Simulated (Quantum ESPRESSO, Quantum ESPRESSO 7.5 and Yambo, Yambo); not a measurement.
# A GW chain in Yambo: ZrSe2 (1T monolayer)

How does a plane-wave GW calculation on ZrSe2 (1T monolayer) run from the first input to the gap?

Main program and level: Quantum ESPRESSO 7.5 and Yambo 5.3.0; PBE and many-body steps on it, plane waves.

### Step 1. Starting point

The cell holds 3 atoms: 1 Zr and 2 Se. Cell: a = 3.808 Å, b = 3.808 Å, c = 16.000 Å, α = 90.0°, β = 90.0°, γ = 120.0°. Vacuum lies along c.

The structure was relaxed with PBE. The runs that relaxed it are not among those shown.

### Step 2. Ground state

This step: Quantum ESPRESSO 7.5; DFT, PBE, plane waves, norm-conserving pseudopotentials.

The ground-state density comes first.

The input, pw.in:

```
&control
  calculation = 'scf'
  prefix = 'x'
  outdir = 'o'
  pseudo_dir = 'pseudo'
/
&system
  ibrav = 0
  nat = 3
  ntyp = 2
  ecutwfc = 104.0
  nbnd = 35
  force_symmorphic = .true.
/
&electrons
  conv_thr = 1e-10
  electron_maxstep = 80
  mixing_beta = 0.5
/
ATOMIC_SPECIES
  Zr 91.224 Zr.upf
  Se 78.971 Se.upf
CELL_PARAMETERS angstrom
  3.8082320812 0.0000000002 0.0000000000
  -1.9041160408 3.2980257257 0.0000000000
  0.0000000000 0.0000000000 16.0000000000
ATOMIC_POSITIONS crystal
  Zr 0.0000000000 0.0000000000 0.5000000000
  Se 0.3333333333 0.6666666667 0.5985386353
  Se 0.6666666667 0.3333333333 0.4014613647
K_POINTS automatic
  9 9 1 0 0 0
```

Started as:

```sh
OMP_NUM_THREADS=1 mpirun -n 8 pw.x -nk 8 -in pw.in > pw.out
```

Log:

```text
Program PWSCF v.7.5 starts

     This program is part of the open-source Quantum ESPRESSO suite
     for quantum simulation of materials; please cite
         "P. Giannozzi et al., J. Phys.:Condens. Matter 21 395502 (2009);
         "P. Giannozzi et al., J. Phys.:Condens. Matter 29 465901 (2017);
         "P. Giannozzi et al., J. Chem. Phys. 152 154105 (2020);
     in publications or presentations arising from this work. More details at
     Message from routine setup:
     using ibrav=0 with symmetry is DISCOURAGED, use correct ibrav instead

     G-vector sticks info

     bravais-lattice index     =            0
     lattice parameter (alat)  =       7.1965  a.u.
     unit-cell volume          =    1356.1072 (a.u.)^3
     number of atoms/cell      =            3
     number of atomic types    =            2
     number of electrons       =        60.00
     number of Kohn-Sham states=           35
     kinetic-energy cutoff     =     104.0000  Ry
     charge density cutoff     =     416.0000  Ry
     scf convergence threshold =      1.0E-10
     mixing beta               =       0.5000
     number of iterations used =            8  plain     mixing
     Exchange-correlation= PBE
                           (   1   4   3   4   0   0   0)

     celldm(1)=   7.196516  celldm(2)=   0.000000  celldm(3)=   0.000000
     celldm(4)=   0.000000  celldm(5)=   0.000000  celldm(6)=   0.000000

     crystal axes: (cart. coord. in units of alat)
               a(1) = (   1.000000   0.000000   0.000000 )
               a(2) = (  -0.500000   0.866025   0.000000 )
               a(3) = (   0.000000   0.000000   4.201425 )

     reciprocal axes: (cart. coord. in units 2 pi/alat)
               b(1) = (  1.000000  0.577350 -0.000000 )
               b(2) = ( -0.000000  1.154701  0.000000 )
               b(3) = (  0.000000 -0.000000  0.238015 )
     Pseudo is Norm-conserving + core correction, Zval = 12.0
     Generated using ONCVPSP code by D. R. Hamann
     Using radial grid of 1622 points,  6 beta functions with:
     Pseudo is Norm-conserving + core correction, Zval = 24.0
     Generated using ONCVPSP code by D. R. Hamann
     Using radial grid of 1214 points,  6 beta functions with:
     Zr               12.00    91.22400     Zr( 1.00)
     Se               24.00    78.97100     Se( 1.00)

     12 Sym. Ops., with inversion, found

   Cartesian axes

     site n.     atom                  positions (alat units)
         1        Zr     tau(   1) = (   0.0000000   0.0000000   2.1007123  )
         2        Se     tau(   2) = (  -0.0000000   0.5773503   2.5147150  )
         3        Se     tau(   3) = (   0.5000000   0.2886751   1.6867097  )

     number of k points=    12
                       cart. coord. in units 2pi/alat
        k(    1) = (   0.0000000   0.0000000   0.0000000), wk =   0.0246914
        k(    2) = (  -0.0000000   0.1283001   0.0000000), wk =   0.1481481
        k(    3) = (  -0.0000000   0.2566001   0.0000000), wk =   0.1481481
        k(    4) = (  -0.0000000   0.3849002   0.0000000), wk =   0.1481481
        k(    5) = (  -0.0000000   0.5132002   0.0000000), wk =   0.1481481
        k(    6) = (   0.1111111   0.1924501   0.0000000), wk =   0.1481481
        k(    7) = (   0.1111111   0.3207501   0.0000000), wk =   0.2962963
        k(    8) = (   0.1111111   0.4490502   0.0000000), wk =   0.2962963
        k(    9) = (   0.1111111   0.5773503   0.0000000), wk =   0.1481481
        k(   10) = (   0.2222222   0.3849002   0.0000000), wk =   0.1481481
        k(   11) = (   0.2222222   0.5132002   0.0000000), wk =   0.2962963
        k(   12) = (   0.3333333   0.5773503   0.0000000), wk =   0.0493827

     Dense  grid:   194387 G-vectors     FFT dimensions: (  48,  48, 200)

     Initial potential from superposition of free atoms

     starting charge      59.9975, renormalised to      60.0000
     Starting wfcs are   36 randomized atomic wfcs

     per-process dynamical memory:   141.0 Mb

     Self-consistent Calculation

     iteration #  1     ecut=   104.00 Ry     beta= 0.50

     Threshold (ethr) on eigenvalues was too large:
     Diagonalizing with lowered threshold

     total energy              =   -1454.55972117 Ry
     estimated scf accuracy    <       0.12962365 Ry

     iteration #  2     ecut=   104.00 Ry     beta= 0.50

     total energy              =   -1454.57227782 Ry
     estimated scf accuracy    <       0.06111814 Ry

     iteration #  3     ecut=   104.00 Ry     beta= 0.50

     total energy              =   -1454.58703005 Ry
     estimated scf accuracy    <       0.02717524 Ry

     iteration #  4     ecut=   104.00 Ry     beta= 0.50

     total energy              =   -1454.59048814 Ry
     estimated scf accuracy    <       0.00089124 Ry

     iteration #  5     ecut=   104.00 Ry     beta= 0.50

     total energy              =   -1454.59054103 Ry
     estimated scf accuracy    <       0.00008361 Ry

     iteration #  6     ecut=   104.00 Ry     beta= 0.50

     total energy              =   -1454.59056178 Ry
     estimated scf accuracy    <       0.00001402 Ry

     iteration #  7     ecut=   104.00 Ry     beta= 0.50

     total energy              =   -1454.59056362 Ry
     estimated scf accuracy    <       0.00000012 Ry

     iteration #  8     ecut=   104.00 Ry     beta= 0.50

     total energy              =   -1454.59056368 Ry
     estimated scf accuracy    <       0.00000003 Ry

     iteration #  9     ecut=   104.00 Ry     beta= 0.50

     total energy              =   -1454.59056368 Ry
     estimated scf accuracy    <          4.5E-09 Ry

     iteration # 10     ecut=   104.00 Ry     beta= 0.50

     total energy              =   -1454.59056368 Ry
     estimated scf accuracy    <          9.1E-10 Ry

     iteration # 11     ecut=   104.00 Ry     beta= 0.50

     End of self-consistent calculation

          k = 0.0000 0.0000 0.0000 ( 24297 PWs)   bands (ev):

  -206.9615-206.9615-146.4447-146.4447-146.4447-146.4447-146.4402-146.4402
   -49.3026 -46.6269 -46.6269 -46.6267 -46.6267 -46.6192 -46.6192 -46.6189
   -46.6189 -46.6155 -46.6154 -27.3338 -27.2308 -27.2308 -12.7085 -11.8333
    -3.8018  -2.3170  -2.3170  -0.9055   0.1714   0.1714   1.3003   1.3003
     1.9068   4.6715   4.6716

          k =-0.0000 0.1283 0.0000 ( 24323 PWs)   bands (ev):

  -206.9615-206.9615-146.4447-146.4447-146.4447-146.4447-146.4402-146.4402
   -49.3015 -46.6269 -46.6267 -46.6266 -46.6266 -46.6192 -46.6192 -46.6189
   -46.6189 -46.6155 -46.6154 -27.3290 -27.2513 -27.2352 -12.6045 -11.8302
    -3.6536  -2.6216  -2.2593  -0.7186  -0.6302  -0.2147   1.3626   1.7259
     2.1662   4.0334   4.5876

          k =-0.0000 0.2566 0.0000 ( 24320 PWs)   bands (ev):

  -206.9615-206.9615-146.4447-146.4447-146.4447-146.4447-146.4402-146.4402
   -49.2987 -46.6268 -46.6267 -46.6265 -46.6260 -46.6192 -46.6191 -46.6189
   -46.6188 -46.6154 -46.6153 -27.3176 -27.3019 -27.2463 -12.3324 -11.8179
    -3.3142  -3.0012  -2.1550  -2.0235  -0.6935  -0.5076   1.1328   2.2822
     2.5681   3.7553   4.5437

          k =-0.0000 0.3849 0.0000 ( 24272 PWs)   bands (ev):

     [... further k-points ...]

     highest occupied, lowest unoccupied level (ev):     0.1714    0.7221

!    total energy              =   -1454.59056368 Ry
     estimated scf accuracy    <          3.8E-11 Ry

     The total energy is the sum of the following terms:
     one-electron contribution =   -3615.52410846 Ry
     hartree contribution      =    1741.87320074 Ry
     xc contribution           =    -135.38878190 Ry
     ewald contribution        =     554.44912594 Ry

     convergence has been achieved in  11 iterations

     XML data file, charge density, pseudopotentials, collected wavefunctions

=------------------------------------------------------------------------------=
   JOB DONE.
=------------------------------------------------------------------------------=
```

Run time: 75 s. Hardware: 8 MPI ranks of AMD EPYC 7R43, shared host; peak memory 1.8 GiB; 8.8 min of CPU time.

This step gave:

```
total energy               : -19790.7128 eV
gap                        : 0.5508 eV
k of the valence top       : 0, 0, 0
k of the conduction bottom : 0, 0.4444, 0
least direct gap           : 1.129 eV
```

The gap is indirect, with the least direct gap 0.58 eV higher.

### Step 3. Empty states on the mesh, 6×6×1 mesh, 124 bands

The sums over transitions need many empty states on a uniform mesh; this step solves for them.

Changes to pw.in since step 2:

```diff
@@ -1,3 +1,3 @@
 &control
-  calculation = 'scf'
+  calculation = 'nscf'
   prefix = 'x'
@@ -11,3 +11,3 @@
   ecutwfc = 104.0
-  nbnd = 35
+  nbnd = 124
   force_symmorphic = .true.
@@ -15,5 +15,6 @@
 &electrons
-  conv_thr = 1e-10
+  conv_thr = 1e-9
   electron_maxstep = 80
-  mixing_beta = 0.5
+  diago_full_acc = .true.
+  diago_thr_init = 5e-6
 /
@@ -31,2 +32,2 @@
 K_POINTS automatic
-  9 9 1 0 0 0
+  6 6 1 0 0 0
```

Started as:

```sh
OMP_NUM_THREADS=1 mpirun -n 8 pw.x -nk 4 -in pw.in > pw.out
```

Log:

```text
[banner, memory and clock lines left out]
Program PWSCF v.7.5 starts

     Atomic positions and unit cell read from directory:
     o/x.save/

     Message from routine setup:
     using ibrav=0 with symmetry is DISCOURAGED, use correct ibrav instead

     bravais-lattice index     =            0
     lattice parameter (alat)  =       7.1965  a.u.
     unit-cell volume          =    1356.1072 (a.u.)^3
     number of atoms/cell      =            3
     number of atomic types    =            2
     number of electrons       =        60.00
     number of Kohn-Sham states=          124
     kinetic-energy cutoff     =     104.0000  Ry
     charge density cutoff     =     416.0000  Ry
     Exchange-correlation= PBE
                           (   1   4   3   4   0   0   0)

     celldm(1)=   7.196516  celldm(2)=   0.000000  celldm(3)=   0.000000
     celldm(4)=   0.000000  celldm(5)=   0.000000  celldm(6)=   0.000000

     crystal axes: (cart. coord. in units of alat)
               a(1) = (   1.000000   0.000000   0.000000 )
               a(2) = (  -0.500000   0.866025   0.000000 )
               a(3) = (   0.000000   0.000000   4.201425 )

     reciprocal axes: (cart. coord. in units 2 pi/alat)
               b(1) = (  1.000000  0.577350 -0.000000 )
               b(2) = ( -0.000000  1.154701  0.000000 )
               b(3) = (  0.000000 -0.000000  0.238015 )
     Pseudo is Norm-conserving + core correction, Zval = 12.0
     Generated using ONCVPSP code by D. R. Hamann
     Using radial grid of 1622 points,  6 beta functions with:
     Pseudo is Norm-conserving + core correction, Zval = 24.0
     Generated using ONCVPSP code by D. R. Hamann
     Using radial grid of 1214 points,  6 beta functions with:
     Zr               12.00    91.22400     Zr( 1.00)
     Se               24.00    78.97100     Se( 1.00)

     12 Sym. Ops., with inversion, found

   Cartesian axes

     site n.     atom                  positions (alat units)
         1        Zr     tau(   1) = (   0.0000000   0.0000000   2.1007123  )
         2        Se     tau(   2) = (  -0.0000000   0.5773503   2.5147150  )
         3        Se     tau(   3) = (   0.5000000   0.2886751   1.6867097  )

     number of k points=     7
                       cart. coord. in units 2pi/alat
        k(    1) = (   0.0000000   0.0000000   0.0000000), wk =   0.0555556
        k(    2) = (  -0.0000000   0.1924501   0.0000000), wk =   0.3333333
        k(    3) = (  -0.0000000   0.3849002   0.0000000), wk =   0.3333333
        k(    4) = (   0.0000000  -0.5773503   0.0000000), wk =   0.1666667
        k(    5) = (   0.1666667   0.2886751   0.0000000), wk =   0.3333333
        k(    6) = (   0.1666667   0.4811252   0.0000000), wk =   0.6666667
        k(    7) = (   0.3333333   0.5773503   0.0000000), wk =   0.1111111

     Dense  grid:   194387 G-vectors     FFT dimensions: (  48,  48, 200)

     The potential is recalculated from file :
     o/x.save/charge-density

     Starting wfcs are   36 randomized atomic wfcs +   88 random wfcs

     Band Structure Calculation

     End of band structure calculation

          k = 0.0000 0.0000 0.0000 ( 24297 PWs)   bands (ev):

  -206.9615-206.9615-146.4448-146.4448-146.4448-146.4448-146.4402-146.4402
   -49.3027 -46.6269 -46.6269 -46.6267 -46.6267 -46.6192 -46.6192 -46.6189
   -46.6189 -46.6155 -46.6154 -27.3339 -27.2309 -27.2309 -12.7085 -11.8333
    -3.8019  -2.3171  -2.3171  -0.9055   0.1713   0.1713   1.3003   1.3003
[...]
[... 4 further rows ...]
[...]
33.6857  34.3077  34.3077  34.5024

          k =-0.0000 0.1925 0.0000 ( 24348 PWs)   bands (ev):

  -206.9615-206.9615-146.4448-146.4448-146.4448-146.4448-146.4402-146.4402
[...]
[... 4 further rows ...]
[...]
34.0155  34.6425  35.0279  35.4184

          k =-0.0000 0.3849 0.0000 ( 24272 PWs)   bands (ev):

  -206.9615-206.9615-146.4448-146.4448-146.4448-146.4448-146.4402-146.4402
[...]
20.9462  20.9593  21.4858  21.6412  22.2243  22.4484  22.7003  22.8645
     [... 4 further rows ...]
    31.7019  32.4844  32.7698  32.8043  32.9897  33.6780  33.7129  33.7595
    34.0868  34.2084  34.3552  34.5406

          k = 0.0000-0.5774 0.0000 ( 24312 PWs)   bands (ev):

     [... further k-points ...]

     highest occupied, lowest unoccupied level (ev):     0.1713    0.7009

     XML data file, pseudopotentials, collected wavefunctions
```

The job ended after 37 s (8 MPI ranks; peak memory 1.6 GiB).

This step gave:

```
gap                                                           : 0.5296 eV
k of the valence top                                          : 0, 0, 0
k of the conduction bottom                                    : 0, -0.5, 0
least direct gap                                              : 1.129 eV
k points computed                                             : 7
lowest point of the top converged band, above the valence top : 34.33 eV
```

On this mesh the gap is 0.530 eV.

### Step 4. Conversion and set-up

This step: Yambo 5.3.0; conversion and set-up on PBE, plane waves, norm-conserving pseudopotentials.

The states are converted to the many-body program's format and the q mesh is built.

Started as:

```sh
(cd o/x.save; p2y > p2y.log; mv SAVE ../..); yambo > setup.log
```

Log:

```text
 Yambo, version 5.3.0

 [02] CORE Variables Setup
 =========================

  [02.01] Unit cells
  ==================

  Cell kind             :  HCP
  Atoms in the cell     :  Zr  Se
  number of Zr atoms    :  1
  number of Se atoms    :  2

  List of atomic masses
  Mass of Zr    :  91.22400
  Mass of Se    :  78.97100

  List of atomic coordinates    : [cc]
  Zr1       :   0.00000   0.00000  15.11781  order 1
  Se1       : -0.61179E-09   4.1549       18.097      order 2
  Se2       :   3.59826   2.07746  12.13843  order 3

  Alat factors          :   7.19652   6.23237  30.23562 [a.u.]
  Direct lattice volume :   1356.11    [a.u.]
  Direct lattice vectors:  A[ 1 ]  A[ 2 ]  A[ 3 ]
   A[ 1 ]:   1.0000      0.60642E-10   0.0000      [iru]
    7.1965      0.37795E-09   0.0000      [cc]
   A[ 2 ]: -0.500000  1.000000  0.000000  [iru]
  -3.598258  6.232365  0.000000  [cc]
   A[ 3 ]:  0.000000  0.000000  1.000000  [iru]
    0.00000   0.00000  30.23562  [cc]

  Recip. lattice volume :  0.182913 [a.u.]
  Recip. lattice vectors:  B[ 1 ]  B[ 2 ]  B[ 3 ]
   B[ 1 ]:  1.000000  0.500000  0.000000  [iku]
   0.873087  0.504077 -0.000000  [cc]
   B[ 2 ]: -0.60642E-10   1.0000       0.0000      [iku]
  -0.52946E-10   1.0082       0.0000      [cc]
   B[ 3 ]:  0.000000  0.000000  1.000000  [iku]
   0.000000 -0.000000  0.207807  [cc]

  [02.02] Symmetries
  ==================

  Inversion symmetry    : yes
  Spatial inversion     : yes
  Inversion index       :   7
  K-space Time-reversal : no
  Magnetic symmetries   : no
  Group table correct   : yes
  Symmetries units      :  [cc]

   [S  1]:   1.0000     -0.11714E-26   0.0000      0.66830E-16   1.0000       0.0000       0.0000       0.0000       1.0000
   [S  2]:   1.0000      0.10504E-09   0.0000      0.12128E-09  -1.0000       0.0000       0.0000       0.0000      -1.0000
   [S  3]: -0.500000  0.866025  0.000000 -0.866025 -0.500000  0.000000  0.000000  0.000000  1.000000
[...]
[S 11]:  0.500000  0.866025  0.000000  0.866025 -0.500000  0.000000  0.000000  0.000000  1.000000
   [S 12]:  0.500000 -0.866025  0.000000 -0.866025 -0.500000  0.000000  0.000000  0.000000  1.000000

  [02.03] Reciprocal space
  ========================

  nG shells         :   8517
  nG charge         :  194387
  nG WFs            :  28469
  nC WFs            :  24348
  G-vecs. in first 80 shells:  [ Number ]
     1    3    5    7    9   15   27   29   41
    53   55   67   79   81   93   95  101  113
   125  137  149  151  163  175  181  193  205
[...]
787   811   823   835   837   849   861   885
  ...
  Shell energy in first 80 shells:  [ mHa ]
[...]
4137.19      4157.23      4191.95      4232.02      4334.62      4573.69      4595.28      4615.32      4633.80
    4645.38      4660.05      4740.21      4768.01      4858.19      4919.16      4939.20      5113.49      5141.99
[...]
K/Q-points units:
  rlu = crystal or reduced units; cc = cartesian coordinates; iku = interal k-units

  K [1]          [rlu]:  0.000000  0.000000  0.000000
         WF components:  24297
  K [2]          [rlu]:  0.13522E-26  0.16667       0.0000
         WF components:  24348
  K [3]          [rlu]: -0.39739E-26  0.33333       0.0000
         WF components:  24272
  K [4]          [rlu]: -0.56721E-26 -0.50000       0.0000
         WF components:  24312
  K [5]          [rlu]:  0.166667  0.166667  0.000000
         WF components:  24300
  K [6]          [rlu]:  0.166667  0.333333  0.000000
         WF components:  24254
  K [7]          [rlu]:  0.333333  0.333333  0.000000
         WF components:  24216

  [02.05] Energies & Occupations
  ==============================

  [X] === General ===
  [X] Electronic Temperature                        :  0.000000  0.000000 [eV K]
  [X] Bosonic    Temperature                        :  0.000000  0.000000 [eV K]
  [X] Finite Temperature mode                       : no
  [X] El. density                                   :  0.29858E+24 [cm-3]
  [X] Fermi Level                                   :  0.171324 [eV]

  [X] === Gaps and Widths ===
  [X] Conduction Band Min                           :  0.529598 [eV]
  [X] Valence Band Max                              :  0.000000 [eV]
  [X] Filled Bands                                  :  30
  [X] Empty Bands                                   :   31  124
  [X] Direct Gap                                    :  1.128932 [eV]
  [X] Direct Gap localized at k                     :  1
  [X] Indirect Gap                                  :  0.529598 [eV]
  [X] Indirect Gap between kpts                     :   1   4
  [X] Last valence band width                       :  1.924907 [eV]
  [X] 1st conduction band width                     :  1.311309 [eV]

  E @ K [1]:  [eV]
  -207.1328 -207.1328 -146.6161 -146.6161 -146.6161 -146.6161 -146.6115 -146.6115
[...]
occ @ K [1]
[...]
E @ K [2]:  [eV]
[...]
occ @ K [2]
[...]
E @ K [3]:  [eV]
[...]
occ @ K [3]
[...]
E @ K [4]:  [eV]
[...]
occ @ K [4]
[...]
E @ K [5]:  [eV]
[...]
occ @ K [5]
[...]
E @ K [6]:  [eV]
[...]
occ @ K [6]
[...]
E @ K [7]:  [eV]
[...]
occ @ K [7]
[...]
0.000000  0.000000  0.000000  0.000000  0.000000  0.000000  0.000000  0.000000
   0.000000  0.000000  0.000000  0.000000  0.000000  0.000000  0.000000  0.000000

 [03] Transferred momenta grid and indexing
 ==========================================

 IBZ Q-points                                      :   7
 BZ  Q-points                                      :   36

 K/Q-points units:
 rlu = crystal or reduced units; cc = cartesian coordinates; iku = interal k-units

 Q [1]          [rlu]:  0.000000  0.000000  0.000000
 Q [2]          [rlu]:  0.12861E-16  0.16667       0.0000
 Q [3]          [rlu]:  0.25723E-16  0.33333       0.0000
 Q [4]          [rlu]: -0.38584E-16 -0.50000       0.0000
 Q [5]          [rlu]:  0.166667  0.166667  0.000000
 Q [6]          [rlu]:  0.166667  0.333333  0.000000
 Q [7]          [rlu]:  0.333333  0.333333  0.000000

  [03.01] X indexes
  =================

   [03.01.01] Sigma indexes
   ========================

 [06] Game Over & Game summary
```

Wall time 7.2 s (1 MPI rank); peak memory 0.27 GiB.

(Part 1 of 2 ends here.)

[Paths, hosts, dates, memory and timing lines, banners, echoed tables and standing remarks are left out of the program output.]

[Logs are printed without paths, hosts, clocks, repeated set-up lines and the standing remarks that a program may print on its own settings, such as how far it seeks lower states.]

[Runs of the session that timed out or met a known fault of the program may be left out.]

[Hosts, paths, dates, database ids (printed as entryN), source tags and the programs' standing remarks are cut or masked in the printed files.]
